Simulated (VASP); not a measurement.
# GaSb in VASP: one cell, several levels of theory, part 3 of 3

The system is rocksalt GaSb, a generated structure that needn't be the ground state.

VASP 6.6.1, plane waves, PAW. Earlier steps stand in the parts before.

### 5 Single point with PBEsol

Contents of INCAR:

```
ENCUT = 520.000000
SIGMA = 0.020000
EDIFF = 1.00e-07
GGA = PS
PREC = Accurate
IBRION = -1
ISIF = 2
ISMEAR = -1
NBANDS = 16
NELM = 120
NSW = 0
LASPH = .TRUE.
LCHARG = .TRUE.
LELF = .TRUE.
LWAVE = .FALSE.
LREAL = .FALSE.
```

Contents of KPOINTS:

```
KPOINTS created by Atomic Simulation Environment
0
Gamma
8 8 8
0 0 0
```

Contents of KPOINTS_OPT:

```
special points
7
Reciprocal
0.0000000000 0.0000000000 0.0000000000 1
0.5000000000 0.0000000000 0.5000000000 1
0.5000000000 0.2500000000 0.7500000000 1
0.3750000000 0.3750000000 0.7500000000 1
0.5000000000 0.5000000000 0.5000000000 1
0.6250000000 0.2500000000 0.6250000000 1
0.1875000000 0.1875000000 0.3750000000 1
```

Contents of POSCAR:

```
Ga Sb
 1.0000000000000000
     0.0000000000000000    2.8731179418333888    2.8731179418333888
     2.8731179418333888   -0.0000000000000000    2.8731179418333888
     2.8731179418333888    2.8731179418333888   -0.0000000000000000
 Ga  Sb
   1   1
Cartesian
 -0.0000000000000000 -0.0000000000000000 -0.0000000000000000
  2.8731179418333888  2.8731179418333888  2.8731179418333888
```

The run uses the recommended PBE PAW datasets (18 valence electrons a neutral cell).

Command:

```sh
mpirun -np 1 vasp_std
```

Standard output, without the iteration lines:

```text
POSCAR found type information on POSCAR GaSb
 POSCAR found :  2 types and       2 ions
 -----------------------------------------------------------------------------
|                                                                             |
|                                                                             |
|     You enforced a specific xc type in the INCAR file but a different       |
|     I HOPE YOU KNOW WHAT YOU ARE DOING!                                     |
|                                                                             |
 -----------------------------------------------------------------------------

 LDA part: xc-table for (Slater+PW92), standard interpolation
 POSCAR, INCAR and KPOINTS ok, starting setup
 FFT: planning ... GRIDC
 FFT: planning ... GRID_SOFT
 FFT: planning ... GRID
 WAVECAR not read
 entering main loop
 Start KPOINTS_OPT (optional k-point list driver)
k-point batch [1-7\7]
```

OSZICAR:

```text
N       E                     dE             d eps       ncg     rms          rms(c)
DAV:   1     0.766417913209E+02    0.76642E+02   -0.86248E+03   968   0.149E+03
DAV:   2    -0.246884299023E+01   -0.79111E+02   -0.76249E+02  1120   0.297E+02
DAV:   3    -0.783014955572E+01   -0.53613E+01   -0.53309E+01  1176   0.609E+01
DAV:   4    -0.791277561007E+01   -0.82626E-01   -0.82620E-01  1072   0.819E+00
DAV:   5    -0.791475675210E+01   -0.19811E-02   -0.19811E-02  1152   0.116E+00    0.240E+00
DAV:   6    -0.788615711263E+01    0.28600E-01   -0.63934E-02  1208   0.446E+00    0.134E+00
DAV:   7    -0.788192766075E+01    0.42295E-02   -0.10275E-02  1440   0.135E+00    0.329E-01
DAV:   8    -0.788146512334E+01    0.46254E-03   -0.14457E-03  1232   0.539E-01    0.385E-02
DAV:   9    -0.788147206680E+01   -0.69435E-05   -0.64652E-05  1168   0.896E-02    0.100E-02
DAV:  10    -0.788147148548E+01    0.58132E-06   -0.69128E-06  1224   0.372E-02    0.175E-03
DAV:  11    -0.788147141255E+01    0.72927E-07   -0.64825E-07  1144   0.528E-03
   1 F= -.78814714E+01 E0= -.78810222E+01  d E =-.898463E-03
       N       E                     dE             ncg
DAV:   1     0.104655585468E+04   -0.35625E+04      224
DAV:   2     0.470586160543E+03   -0.57597E+03      264
DAV:   3     0.427864090553E+03   -0.42722E+02      280
DAV:   4     0.427198201893E+03   -0.66589E+00      272
DAV:   5     0.427183997228E+03   -0.14205E-01      272
DAV:   6     0.427183266597E+03   -0.73063E-03      336
DAV:   7     0.427183264278E+03   -0.23191E-05      280
DAV:   8     0.427183264244E+03   -0.33564E-07      232
```

Parts of OUTCAR:

```text
k-points           NKPTS =     29   k-points in BZ     NKDIM =     29   number of bands    NBANDS=     16

   NELECT =      18.0000    total number of electrons

   dimension x,y,z NGX =    30 NGY =   30 NGZ =   30
   dimension x,y,z NGXF=    60 NGYF=   60 NGZF=   60

  energy-cutoff  :      520.00
  volume of cell :       47.43
      direct lattice vectors                 reciprocal lattice vectors
     0.000000000  2.873117942  2.873117942    -0.174026967  0.174026967  0.174026967
     2.873117942  0.000000000  2.873117942     0.174026967 -0.174026967  0.174026967
     2.873117942  2.873117942  0.000000000     0.174026967  0.174026967 -0.174026967

 k-points in reciprocal lattice and weights: KPOINTS created by Atomic Simulation Env
   0.00000000  0.00000000  0.00000000       0.002
   0.12500000  0.00000000  0.00000000       0.016
   0.25000000  0.00000000  0.00000000       0.016
   0.37500000  0.00000000  0.00000000       0.016
   0.50000000  0.00000000  0.00000000       0.008
   0.12500000  0.12500000  0.00000000       0.012
   0.25000000  0.12500000  0.00000000       0.047
   0.37500000  0.12500000  0.00000000       0.047
[... 21 more k-points ...]

 E-fermi :   6.3020

 k-point     1 :       0.0000    0.0000    0.0000
  band No.  band energies     occupation
      1      -8.3216      2.00000
      2      -8.3216      2.00000
      3      -8.2992      2.00000
      4      -8.2992      2.00000
      5      -8.2992      2.00000
      6      -5.5157      2.00000
      7       6.3935      0.02036
      8       6.6091      0.00000
      9       6.6091      0.00000
     10       6.6091      0.00000
     11      12.6951      0.00000
     12      12.6951      0.00000
     13      12.6951      0.00000
     14      12.7578      0.00000
     15      12.7578      0.00000
     16      12.7578      0.00000

 k-point     2 :       0.1250    0.0000    0.0000
  band No.  band energies     occupation
      1      -8.3243      2.00000
      2      -8.3243      2.00000
      3      -8.2995      2.00000
      4      -8.2973      2.00000
      5      -8.2973      2.00000
      6      -5.3156      2.00000
      7       4.3106      2.00000
      8       6.6020      0.00000
      9       6.6020      0.00000
     10       8.1294      0.00000
     11      11.6813      0.00000
     12      11.6813      0.00000
     13      11.9573      0.00000
     14      12.6671      0.00000
     15      13.1782      0.00000
     16      13.1782      0.00000

 k-point     3 :       0.2500    0.0000    0.0000
  band No.  band energies     occupation
      1      -8.3316      2.00000
      2      -8.3316      2.00000
      3      -8.3006      2.00000
      4      -8.2919      2.00000
      5      -8.2919      2.00000
      6      -4.7261      2.00000
      7       2.0622      2.00000
      8       6.6406      0.00000
      9       6.6406      0.00000
     10       8.7497      0.00000
     11      10.2336      0.00000
     12      10.2336      0.00000
     13      10.8567      0.00000
     14      13.5896      0.00000
     15      14.3312      0.00000
     16      14.3312      0.00000

 k-point     4 :       0.3750    0.0000    0.0000
  band No.  band energies     occupation
      1      -8.3393      2.00000
      2      -8.3393      2.00000
      3      -8.3021      2.00000
      4      -8.2860      2.00000
      5      -8.2860      2.00000
      6      -3.8147      2.00000
      7       0.0789      2.00000
      8       6.7966      0.00000
      9       6.7966      0.00000
     10       8.9207      0.00000
     11       9.1094      0.00000
     12       9.1094      0.00000
     13       9.9090      0.00000
     14      15.5776      0.00000
     15      16.0772      0.00000
     16      16.0772      0.00000

 k-point     5 :       0.5000    0.0000    0.0000
  band No.  band energies     occupation
      1      -8.3426      2.00000
      2      -8.3426      2.00000
      3      -8.3028      2.00000
      4      -8.2836      2.00000
      5      -8.2836      2.00000
      6      -3.1059      2.00000
      7      -0.9980      2.00000
      8       6.9331      0.00000
      9       6.9331      0.00000
     10       8.6347      0.00000
     11       8.6347      0.00000
     12       9.1506      0.00000
     13       9.3656      0.00000
     14      17.7727      0.00000
     15      18.1383      0.00000
     16      18.1383      0.00000

 k-point     6 :       0.1250    0.1250    0.0000
  band No.  band energies     occupation
      1      -8.3308      2.00000
      2      -8.3200      2.00000
      3      -8.3010      2.00000
      4      -8.2960      2.00000
      5      -8.2960      2.00000
      6      -5.2479      2.00000
      7       4.4518      2.00000
      8       6.0484      1.99999
      9       6.0484      1.99999
     10       8.9389      0.00000
     11      10.1228      0.00000
     12      11.6258      0.00000
     13      12.8983      0.00000
     14      12.8983      0.00000
     15      13.8865      0.00000
     16      13.8865      0.00000

 k-point     7 :       0.2500    0.1250    0.0000
  band No.  band energies     occupation
      1      -8.3413      2.00000
      2      -8.3223      2.00000
      3      -8.3018      2.00000
      4      -8.2925      2.00000
      5      -8.2910      2.00000
      6      -4.7854      2.00000
      7       2.7959      2.00000
      8       5.7062      2.00000
      9       6.0800      1.99997
     10       8.0836      0.00000
     11      10.4456      0.00000
     12      11.5850      0.00000
     13      12.1652      0.00000
     14      12.4993      0.00000
     15      14.9520      0.00000
     16      15.0938      0.00000

 k-point     8 :       0.3750    0.1250    0.0000
  band No.  band energies     occupation
      1      -8.3498      2.00000
      2      -8.3300      2.00000
      3      -8.3014      2.00000
      4      -8.2890      2.00000
      5      -8.2850      2.00000
      6      -3.9706      2.00000
      7       0.8187      2.00000
      8       5.6844      2.00000
      9       6.0190      2.00000
     10       7.1808      0.00000
     11      10.7466      0.00000
     12      10.9260      0.00000
     13      11.5847      0.00000
     14      12.9250      0.00000
     15      16.6436      0.00000
     16      16.8035      0.00000

[... the tables of k-points 9 to 29 left out ...]

  Total       -0.4197200     -0.4197200     -0.4197200      0.0000000     -0.0000000      0.0000000
  in kB      -14.1768550    -14.1768550    -14.1768550      0.0000000     -0.0000000      0.0000000
  external PRESSURE =     -14.1768550 kB  Pullay stress =       0.0000000 kB

 POSITION                                       TOTAL-FORCE (eV/Angst)
 -----------------------------------------------------------------------------------
      0.00000      0.00000      0.00000        -0.000000     -0.000000      0.000000
      2.87312      2.87312      2.87312         0.000000      0.000000      0.000000
 -----------------------------------------------------------------------------------
    total drift:                               -0.000000      0.000000      0.000000

  FREE ENERGIE OF THE ION-ELECTRON SYSTEM (eV)
  ---------------------------------------------------
  free  energy   TOTEN  =        -7.8814714126 eV

  energy  without entropy=       -7.8805729496  energy(sigma->0) =       -7.88102218
```

Hardware: 1 MPI rank of Intel Xeon Platinum 8488C, shared host.

The levels at the points of KPOINTS_OPT are read from vasprun.xml.

Levels at the named points, in eV from the top of band v (v: the last filled band by count, c: the next):

```tsv
point	v−1	v	c	c+1
Γ	-0.72	-0.72	-0.72	5.37
X	-4.82	-3.30	-3.30	2.08
W	-5.00	-5.00	1.30	2.45
K	-5.51	-2.64	-1.60	4.43
L	-0.40	-0.40	1.31	1.31
U	-5.51	-2.64	-1.60	4.43
```

With PBEsol the last filled band overlaps the next by 3.30 eV, so there is no gap. The pressure is -1.42 GPa; the forces vanish within 0.01 eV/Å.

### 6 Single point with PBE+SOC

Contents of INCAR:

```
ENCUT = 520.000000
SIGMA = 0.020000
EDIFF = 1.00e-07
GGA = PE
PREC = Accurate
IBRION = -1
ISIF = 2
ISMEAR = -1
NBANDS = 29
NELM = 120
NSW = 0
LASPH = .TRUE.
LCHARG = .FALSE.
LWAVE = .FALSE.
LSORBIT = .TRUE.
GGA_COMPAT = .FALSE.
LREAL = .FALSE.
MAGMOM = 0.0 0.0 0.0 0.0 0.0 0.0
```

KPOINTS is that of step 5.

KPOINTS_OPT is that of step 5.

POSCAR is that of step 5.

Command:

```sh
mpirun -np 1 vasp_ncl
```

Printed to the terminal (iteration lines stand in OSZICAR):

```text
POSCAR found type information on POSCAR GaSb
 POSCAR found :  2 types and       2 ions
 LDA part: xc-table for (Slater+PW92), standard interpolation
 POSCAR, INCAR and KPOINTS ok, starting setup
 FFT: planning ... GRIDC
 FFT: planning ... GRID_SOFT
 FFT: planning ... GRID
 WAVECAR not read
 entering main loop
 Start KPOINTS_OPT (optional k-point list driver)
k-point batch [1-7\7]
```

OSZICAR:

```text
N       E                     dE             d eps       ncg     rms          rms(c)
DAV:   1     0.119992858161E+03    0.11999E+03   -0.80097E+03  1783   0.166E+03
DAV:   2     0.714397772865E+01   -0.11285E+03   -0.10806E+03  1801   0.412E+02
DAV:   3    -0.662931404015E+01   -0.13773E+02   -0.13496E+02  2001   0.109E+02
DAV:   4    -0.704966408233E+01   -0.42035E+00   -0.41914E+00  1988   0.200E+01
DAV:   5    -0.705984143578E+01   -0.10177E-01   -0.10175E-01  2280   0.308E+00    0.283E+00
DAV:   6    -0.704721711379E+01    0.12624E-01   -0.48371E-02  2242   0.395E+00    0.161E+00
DAV:   7    -0.704839349621E+01   -0.11764E-02   -0.75694E-03  2371   0.101E+00    0.964E-01
DAV:   8    -0.704896215602E+01   -0.56866E-03   -0.80557E-04  2029   0.222E-01    0.166E-01
DAV:   9    -0.704908305578E+01   -0.12090E-03   -0.42370E-04  2036   0.301E-01    0.439E-02
DAV:  10    -0.704908810109E+01   -0.50453E-05   -0.41738E-05  1992   0.830E-02    0.109E-02
DAV:  11    -0.704909186010E+01   -0.37590E-05   -0.41435E-06  1947   0.229E-02    0.369E-03
DAV:  12    -0.704909137206E+01    0.48804E-06   -0.48455E-07  1843   0.598E-03    0.578E-04
DAV:  13    -0.704909131221E+01    0.59856E-07   -0.32246E-08  1411   0.188E-03
   1 F= -.70490913E+01 E0= -.70484176E+01  d E =-.134739E-02  mag=     0.0000    -0.0000     0.0000
       N       E                     dE             ncg
DAV:   1     0.499039254824E+03   -0.27575E+04      424
DAV:   2    -0.297535236313E+03   -0.79657E+03      443
DAV:   3    -0.396074455421E+03   -0.98539E+02      491
DAV:   4    -0.399183566326E+03   -0.31091E+01      464
DAV:   5    -0.399260553380E+03   -0.76987E-01      536
DAV:   6    -0.399263894891E+03   -0.33415E-02      542
DAV:   7    -0.399263925852E+03   -0.30961E-04      560
DAV:   8    -0.399263926570E+03   -0.71732E-06      560
DAV:   9    -0.399263926585E+03   -0.15673E-07      410
```

Parts of OUTCAR:

```text
k-points           NKPTS =     29   k-points in BZ     NKDIM =     29   number of bands    NBANDS=     29

   NELECT =      18.0000    total number of electrons

   dimension x,y,z NGX =    30 NGY =   30 NGZ =   30
   dimension x,y,z NGXF=    60 NGYF=   60 NGZF=   60

  energy-cutoff  :      520.00
  volume of cell :       47.43
      direct lattice vectors                 reciprocal lattice vectors
     0.000000000  2.873117942  2.873117942    -0.174026967  0.174026967  0.174026967
     2.873117942  0.000000000  2.873117942     0.174026967 -0.174026967  0.174026967
     2.873117942  2.873117942  0.000000000     0.174026967  0.174026967 -0.174026967

 k-points in reciprocal lattice and weights: KPOINTS created by Atomic Simulation Env
   0.00000000  0.00000000  0.00000000       0.002
   0.12500000  0.00000000  0.00000000       0.016
   0.25000000  0.00000000  0.00000000       0.016
   0.37500000  0.00000000  0.00000000       0.016
   0.50000000  0.00000000  0.00000000       0.008
   0.12500000  0.12500000  0.00000000       0.012
   0.25000000  0.12500000  0.00000000       0.047
   0.37500000  0.12500000  0.00000000       0.047
[... 21 more k-points ...]

 E-fermi :   6.4541

 k-point     1 :       0.0000    0.0000    0.0000
  band No.  band energies     occupation
      1      -8.4980      1.00000
      2      -8.4980      1.00000
      3      -8.4980      1.00000
      4      -8.4980      1.00000
      5      -8.0433      1.00000
      6      -8.0433      1.00000
      7      -8.0433      1.00000
      8      -8.0433      1.00000
      9      -8.0303      1.00000
     10      -8.0303      1.00000
     11      -5.3453      1.00000
     12      -5.3453      1.00000
     13       6.2958      0.99964
     14       6.2958      0.99964
     15       6.5708      0.00292
     16       6.5708      0.00292
     17       6.9757      0.00000
     18       6.9757      0.00000
     19       6.9757      0.00000
     20       6.9757      0.00000
     21      12.5309      0.00000
     22      12.5309      0.00000
     23      12.8853      0.00000
     24      12.8853      0.00000
     25      12.8855      0.00000
     26      12.8862      0.00000
     27      12.9748      0.00000
     28      12.9777      0.00000
     29      13.0225      0.00000

 k-point     2 :       0.1250    0.0000    0.0000
  band No.  band energies     occupation
      1      -8.4992      1.00000
      2      -8.4992      1.00000
      3      -8.4977      1.00000
      4      -8.4977      1.00000
      5      -8.0459      1.00000
      6      -8.0459      1.00000
      7      -8.0428      1.00000
      8      -8.0428      1.00000
      9      -8.0292      1.00000
     10      -8.0292      1.00000
     11      -5.1453      1.00000
     12      -5.1453      1.00000
     13       4.4505      1.00000
     14       4.4505      1.00000
     15       6.5087      0.06120
     16       6.5087      0.06120
     17       6.9647      0.00000
     18       6.9647      0.00000
     19       8.3190      0.00000
     20       8.3190      0.00000
     21      11.6481      0.00000
     22      11.6481      0.00000
     23      11.9578      0.00000
     24      11.9578      0.00000
     25      12.1951      0.00000
     26      12.1951      0.00000
     27      12.8529      0.00000
     28      12.8529      0.00000
     29      13.3172      0.00000

 k-point     3 :       0.2500    0.0000    0.0000
  band No.  band energies     occupation
      1      -8.5020      1.00000
      2      -8.5020      1.00000
      3      -8.4972      1.00000
      4      -8.4972      1.00000
      5      -8.0526      1.00000
      6      -8.0526      1.00000
      7      -8.0414      1.00000
      8      -8.0414      1.00000
      9      -8.0264      1.00000
     10      -8.0264      1.00000
     11      -4.5560      1.00000
     12      -4.5560      1.00000
     13       2.2152      1.00000
     14       2.2152      1.00000
     15       6.5501      0.00819
     16       6.5501      0.00819
     17       6.9993      0.00000
     18       6.9993      0.00000
     19       8.9355      0.00000
     20       8.9355      0.00000
     21      10.2682      0.00000
     22      10.2682      0.00000
     23      10.4817      0.00000
     24      10.4817      0.00000
     25      11.0634      0.00000
     26      11.0634      0.00000
     27      13.7835      0.00000
     28      13.7835      0.00000
     29      14.4800      0.00000

 k-point     4 :       0.3750    0.0000    0.0000
  band No.  band energies     occupation
      1      -8.5050      1.00000
      2      -8.5050      1.00000
      3      -8.4969      1.00000
      4      -8.4969      1.00000
      5      -8.0593      1.00000
      6      -8.0593      1.00000
      7      -8.0399      1.00000
      8      -8.0399      1.00000
      9      -8.0237      1.00000
     10      -8.0237      1.00000
     11      -3.6446      1.00000
     12      -3.6446      1.00000
     13       0.2359      1.00000
     14       0.2359      1.00000
     15       6.6938      0.00001
     16       6.6938      0.00001
     17       7.1652      0.00000
     18       7.1652      0.00000
     19       9.1103      0.00000
     20       9.1103      0.00000
     21       9.1873      0.00000
     22       9.1873      0.00000
     23       9.3313      0.00000
     24       9.3313      0.00000
     25      10.1067      0.00000
     26      10.1067      0.00000
     27      15.7579      0.00000
     28      15.7579      0.00000
     29      16.2335      0.00000

[... the tables of k-points 5 to 29 left out ...]

  Total        0.5396088      0.5396088      0.5396088      0.0000000     -0.0000000      0.0000000
  in kB       18.2263314     18.2263314     18.2263314      0.0000000     -0.0000000      0.0000000
  external PRESSURE =      18.2263314 kB  Pullay stress =       0.0000000 kB

 POSITION                                       TOTAL-FORCE (eV/Angst)
 -----------------------------------------------------------------------------------
      0.00000      0.00000      0.00000         0.000000      0.000000     -0.000000
      2.87312      2.87312      2.87312        -0.000000      0.000000      0.000000
 -----------------------------------------------------------------------------------
    total drift:                               -0.000000      0.000000      0.000000

  FREE ENERGIE OF THE ION-ELECTRON SYSTEM (eV)
  ---------------------------------------------------
  free  energy   TOTEN  =        -7.0490913122 eV

  energy  without entropy=       -7.0477439250  energy(sigma->0) =       -7.04841762
```

Hardware: 1 MPI rank of Intel Xeon Platinum 8488C, shared host.

The levels at the points of KPOINTS_OPT are read from vasprun.xml.

Levels at the named points, in eV from the top of band v (v: the last filled band by count, c: the next):

```tsv
point	v−2	v	c	c+2
Γ	-0.89	-0.48	-0.48	5.07
X	-4.79	-3.43	-3.11	2.15
W	-5.07	-4.87	1.31	2.48
K	-5.47	-2.63	-1.55	4.49
L	-0.65	-0.14	1.28	1.38
U	-5.47	-2.63	-1.55	4.49
```

PBE+SOC: no gap; the band counted as the lowest empty one dips 3.11 eV below the top of the last filled one. The pressure is 1.82 GPa; the forces vanish within 0.01 eV/Å.

### 7 Results

This closing draws on all 3 parts.

```
  level  gap (eV)  pressure (GPa)  Ansatz: gap (eV)  Ansatz: pressure (GPa)
    PBE     -3.29            1.74             -3.28                    1.69
 r2SCAN     -3.45            0.02             -3.45                   -0.01
    LDA     -3.27           -2.91             -3.26                   -3.02
 PBEsol     -3.30           -1.42             -3.29                   -1.48
PBE+SOC     -3.11            1.82             -3.09                    1.76
```

A negative gap is an overlap of bands.

**Reading.** No gap over 0.02 eV opens at any of these levels. The PBE bands overlap with and without spin-orbit coupling. Leaving spin-orbit runs aside: The pressure is highest with PBE (1.7 GPa) and lowest with LDA (-2.9 GPa), which orders the cells that they would relax to. The two programs agree on the overlap of the bands within 0.02 eV, far less than the spread between functionals. Each program uses its own PAW datasets and cutoff. VASP's cell holds 18 valence electrons and Ansatz's 28. LDA means the Perdew–Zunger form in VASP and the Perdew–Wang form in Ansatz.
